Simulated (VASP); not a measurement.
# BN (P6_3/mmc) in VASP: further runs, part 2 of 2

VASP 6.6.1.

## Step 3: Optical spectrum, PBE+D3(BJ)

Contents of INCAR:

```
ALGO = Fast
CSHIFT = 0.1
EDIFF = 1E-7
ENCUT = 520
GGA = PE
ISIF = 2
ISMEAR = 0
IVDW = 12
LASPH = T
LCHARG = F
LOPTICS = T
LREAL = F
LWAVE = F
NBANDS = 40
NEDOS = 2000
NELM = 60
PREC = Accurate
SIGMA = 0.02
```

Contents of KPOINTS:

```
k-points
0
Gamma
  21 21 8
```

Contents of POSCAR:

```
BN
1.0
    2.4982400000      0.0000000000      0.0000000000
   -1.2491200000      2.1635393000      0.0000000000
    0.0000000000      0.0000000000      6.6357000000
B N
2 2
Direct
    0.3333333300      0.6666666700      0.2500000000
    0.6666666700      0.3333333300      0.7500000000
    0.3333333300      0.6666666700      0.7500000000
    0.6666666700      0.3333333300      0.2500000000
```

Potentials or basis: VASP PAW PBE potentials, release 64 (B, N).

Launch:

```bash
$ cat potpaw_PBE.64/B/POTCAR potpaw_PBE.64/N/POTCAR > POTCAR
$ mpirun -np 1 vasp_std > vasp.out
```

OUTCAR:

```text
EDIFF = 1E-7
   ENCUT = 520
   GGA = PE
   ISIF = 2
   ISMEAR = 0
   IVDW = 12
   LASPH = T
   LREAL = F
   NELM = 60
   PREC = Accurate
 IVDW          = 12

 ion  position               nearest neighbor table
   1  0.333  0.667  0.250-   4 1.44   4 1.44   4 1.44
   2  0.667  0.333  0.750-   3 1.44   3 1.44   3 1.44
   3  0.333  0.667  0.750-   2 1.44   2 1.44   2 1.44
   4  0.667  0.333  0.250-   1 1.44   1 1.44   1 1.44

  LATTYP: Found a hexagonal cell.
 ALAT       =     2.4982400000
 C/A-ratio  =     2.6561499296

  Lattice vectors:

 A1 = (   2.4982400000,   0.0000000000,   0.0000000000)
 A2 = (  -1.2491200000,   2.1635393000,   0.0000000000)
 A3 = (   0.0000000000,   0.0000000000,   6.6357000000)

Analysis of symmetry for initial positions (statically):
=====================================================================
 Subroutine PRICEL returns:
 Original cell was already a primitive cell.

 Routine SETGRP: Setting up the symmetry group for a
 hexagonal supercell.

 Subroutine GETGRP returns: Found 24 space group operations
 (whereof 12 operations were pure point group operations)
 out of a pool of 24 trial point group operations.

The static configuration has the point symmetry D_3d.
 The point group associated with its full space group is D_6h.

Analysis of symmetry for dynamics (positions and initial velocities):
=====================================================================
 Subroutine PRICEL returns:
 Original cell was already a primitive cell.

 Routine SETGRP: Setting up the symmetry group for a
 hexagonal supercell.

 Subroutine GETGRP returns: Found 24 space group operations
 (whereof 12 operations were pure point group operations)
 out of a pool of 24 trial point group operations.

The dynamic configuration has the point symmetry D_3d.
 The point group associated with its full space group is D_6h.

 Subroutine INISYM returns: Found 24 space group operations
 (whereof 12 operations are pure point group operations),
 and found     1 'primitive' translations

----------------------------------------------------------------------------------------

[... 143 lines left out ...]
  free energy    TOTEN  =       -35.14691454 eV

  energy without entropy =      -35.14691454  energy(sigma->0) =      -35.14691454

 E-fermi :   2.4593     XC(G=0): -10.0886

 val. band max:        2.3477380156   @ k =   0.3333   0.2857   0.0000
 cond. band min:       6.6185147346   @ k =   0.4762   0.0476   0.0000
 fundamental gap:      4.2707767190
 Fermi energy:         2.4592771958

 k-point     1 :       0.0000    0.0000    0.0000
  band No.  band energies     occupation
      1     -15.5316      2.00000
      2     -15.2363      2.00000
      3      -3.9420      2.00000
      4      -1.8138      2.00000
      5       0.9862      2.00000
      6       0.9862      2.00000
[... 541 lines left out ...]
     19      22.8398      0.00000
     20      25.0864      0.00000

 [... further k-points ...]

 [bands above 20 left out]

------------------------ aborting loop because EDIFF is reached ----------------------------------------

 Edisp (eV)   -0.56768

 E8    (eV) :    -0.1663

  FORCE on cell =-STRESS in cart. coord.  units (eV):
  Direction    XX          YY          ZZ          XY          YZ          ZX
  --------------------------------------------------------------------------------------
  -------------------------------------------------------------------------------------
  Total       0.84021     0.84021    -0.05619    -0.00000     0.00000     0.00000
  in kB      37.53302    37.53302    -2.50999    -0.00000     0.00000     0.00000
  external pressure =       24.19 kB  Pullay stress =        0.00 kB

 VOLUME and BASIS-vectors are now :
 -----------------------------------------------------------------------------
  energy-cutoff  :      520.00
  volume of cell :       35.87
      direct lattice vectors                 reciprocal lattice vectors
     2.498240000  0.000000000  0.000000000     0.400281798  0.231102805  0.000000000
    -1.249120000  2.163539300  0.000000000     0.000000000  0.462205609  0.000000000
     0.000000000  0.000000000  6.635700000     0.000000000  0.000000000  0.150700002

 POSITION                                       TOTAL-FORCE (eV/Angst)
 -----------------------------------------------------------------------------------
     -0.00000      1.44236      1.65892         0.000000      0.000000      0.000000
      1.24912      0.72118      4.97677        -0.000000     -0.000000      0.000000
     -0.00000      1.44236      4.97677        -0.000000     -0.000000      0.000000
      1.24912      0.72118      1.65892         0.000000      0.000000      0.000000
 -----------------------------------------------------------------------------------
    total drift:                               -0.000002      0.000001      0.000000

  FREE ENERGIE OF THE ION-ELECTRON SYSTEM (eV)
  ---------------------------------------------------
  free  energy   TOTEN  =       -35.7145937985 eV

  energy  without entropy=      -35.7145937985  energy(sigma->0) =      -35.71459380

 electrical conductivity sigma (Mega S m-1) (frequency dependency in vasprun.xml)
  --------------------------------------------------------------------------------------
       0.000       0.000      -0.000
       0.000       0.000       0.000
      -0.000       0.000       0.000

  frequency dependent IMAGINARY DIELECTRIC FUNCTION (independent particle, no local field effects) density-density
     E(ev)      X         Y         Z        XY        YZ        ZX
  --------------------------------------------------------------------------------------------------------------
     0.00000     0.00000     0.00000     0.00000     0.00000     0.00000     0.00000
     0.82090     0.01305     0.01305     0.00336     0.00000     0.00000     0.00000
     1.64181     0.02970     0.02970     0.00734     0.00000    -0.00000    -0.00000
     2.46271     0.05689     0.05689     0.01311     0.00000    -0.00000    -0.00000
     3.28361     0.11668     0.11668     0.02436     0.00000    -0.00000    -0.00000
     4.10451     0.35108     0.35108     0.06749     0.00000    -0.00000    -0.00000
[... 92 lines left out ...]
    80.44845     0.00025     0.00025     0.00026    -0.00000    -0.00000     0.00000
    81.26935     0.00025     0.00025     0.00025    -0.00000    -0.00000     0.00000

  frequency dependent      REAL DIELECTRIC FUNCTION (independent particle, no local field effects) density-density
     E(ev)        X           Y           Z          XY          YZ          ZX
  --------------------------------------------------------------------------------------------------------------
     0.00000     4.82273     4.82273     2.99506     0.00000     0.00000    -0.00000
     0.82090     4.87516     4.87516     3.00865     0.00000     0.00000    -0.00000
     1.64181     5.04631     5.04631     3.05185     0.00000     0.00000    -0.00000
     2.46271     5.38972     5.38972     3.13378     0.00000     0.00000    -0.00000
     3.28361     6.06101     6.06101     3.28060     0.00000    -0.00000    -0.00000
     4.10451     7.68653     7.68653     3.60157     0.00000    -0.00000    -0.00000
[... 92 lines left out ...]
    80.44845     0.90925     0.90925     0.91118    -0.00000    -0.00000     0.00000
    81.26935     0.91130     0.91130     0.91327    -0.00000    -0.00000     0.00000

  frequency dependent IMAGINARY DIELECTRIC FUNCTION (independent particle, no local field effects) current-current
     E(ev)      X         Y         Z        XY        YZ        ZX
  --------------------------------------------------------------------------------------------------------------
     0.00000    18.62526    18.62526     9.72081    -0.00000     0.00000    -0.00000
     0.82090     0.95702     0.95702     0.49270    -0.00000     0.00000    -0.00000
     1.64181     0.52253     0.52253     0.25727    -0.00000     0.00000    -0.00000
     2.46271     0.41332     0.41332     0.18638    -0.00000     0.00000    -0.00000
     3.28361     0.42487     0.42487     0.16325    -0.00000     0.00000    -0.00000
     4.10451     0.67683     0.67683     0.19425     0.00000     0.00000    -0.00000
[... 92 lines left out ...]
    80.44845     0.00003     0.00003     0.00004     0.00000     0.00000     0.00000
    81.26935     0.00003     0.00003     0.00004     0.00000     0.00000     0.00000

  frequency dependent      REAL DIELECTRIC FUNCTION (independent particle, no local field effects) current-current
     E(ev)        X           Y           Z          XY          YZ          ZX
  --------------------------------------------------------------------------------------------------------------
     0.00000     4.81920     4.81920     2.99413    -0.00000     0.00000    -0.00000
     0.82090     4.87137     4.87137     3.00767    -0.00000     0.00000    -0.00000
     1.64181     5.04205     5.04205     3.05078    -0.00000     0.00000    -0.00000
     2.46271     5.38440     5.38440     3.13253    -0.00000     0.00000    -0.00000
     3.28361     6.05309     6.05309     3.27891    -0.00000     0.00000    -0.00000
     4.10451     7.66845     7.66845     3.59805    -0.00000     0.00000    -0.00000
[... 92 lines left out ...]
    80.44845     0.90925     0.90925     0.91119     0.00000    -0.00000     0.00000
    81.26935     0.91130     0.91130     0.91327     0.00000    -0.00000     0.00000
```

OSZICAR:

```text
N       E                     dE             d eps       ncg     rms          rms(c)
DAV:   1     0.567619838815E+02    0.56762E+02   -0.62497E+03 19232   0.370E+02
DAV:   2    -0.364101493442E+02   -0.93172E+02   -0.87850E+02 23336   0.133E+02
DAV:   3    -0.387470280114E+02   -0.23369E+01   -0.23166E+01 23576   0.180E+01
DAV:   4    -0.387529713208E+02   -0.59433E-02   -0.59430E-02 21928   0.942E-01
DAV:   5    -0.387529846404E+02   -0.13320E-04   -0.13319E-04 23288   0.410E-02    0.113E+01
RMM:   6    -0.355433177005E+02    0.32097E+01   -0.85159E-01 19438   0.289E+00    0.526E+00
RMM:   7    -0.352191426189E+02    0.32418E+00   -0.94612E-02 20743   0.107E+00    0.306E+00
RMM:   8    -0.351462004243E+02    0.72942E-01   -0.45844E-02 21397   0.697E-01    0.360E-01
RMM:   9    -0.351465173388E+02   -0.31691E-03   -0.19131E-03 21916   0.191E-01    0.167E-01
RMM:  10    -0.351468804051E+02   -0.36307E-03   -0.37473E-04 21816   0.781E-02    0.312E-02
RMM:  11    -0.351469163131E+02   -0.35908E-04   -0.45950E-05 22198   0.269E-02    0.298E-02
RMM:  12    -0.351469142691E+02    0.20440E-05   -0.29070E-06 22600   0.639E-03    0.561E-03
RMM:  13    -0.351469144463E+02   -0.17713E-06   -0.30768E-07 22552   0.203E-03    0.114E-03
RMM:  14    -0.351469145410E+02   -0.94735E-07   -0.58784E-08 20871   0.881E-04
   1 F= -.35714594E+02 E0= -.35714594E+02  d E =-.127896E-17
 imaginary and real dielectric function
```

It took 2.2 min on 1 thread of Intel Xeon 6975P-C (Granite Rapids), shared host; peak memory 0.48 GiB.

Results:

| Quantity | Value |
| --- | --- |
| Free energy | -35.7146 eV |
| Pressure | 2.4 GPa |
| Band gap on the k mesh | 4.27 eV, indirect (least direct gap 4.66 eV) |
| Dispersion energy per atom | -0.142 eV |

Dielectric function (mean over the directions given):
```csv
energy (eV),real part,imaginary part
0.33,4.22,0.00
0.99,4.27,0.01
1.64,4.38,0.02
2.30,4.57,0.04
2.96,4.89,0.06
3.69,5.57,0.14
4.35,7.14,0.47
5.01,7.28,5.02
5.66,4.13,8.22
6.40,-0.15,3.23
7.06,0.71,1.91
7.72,1.58,1.19
8.37,2.00,1.03
9.11,3.03,0.87
9.77,3.84,2.34
10.43,3.02,2.30
11.08,2.51,1.61
11.82,2.51,1.45
12.48,4.21,1.48
13.13,6.04,4.94
13.79,2.36,6.32
14.53,-1.48,5.28
15.19,-0.50,3.74
15.84,-0.65,2.41
16.50,-0.42,2.27
17.24,-0.75,1.83
17.90,-0.01,1.78
18.55,-0.78,1.60
19.21,-0.40,1.41
19.95,-0.35,1.37
```

Caveat: independent-particle spectra lack excitons; an odd mesh through Γ misses points on the zone boundary, where band edges often lie.
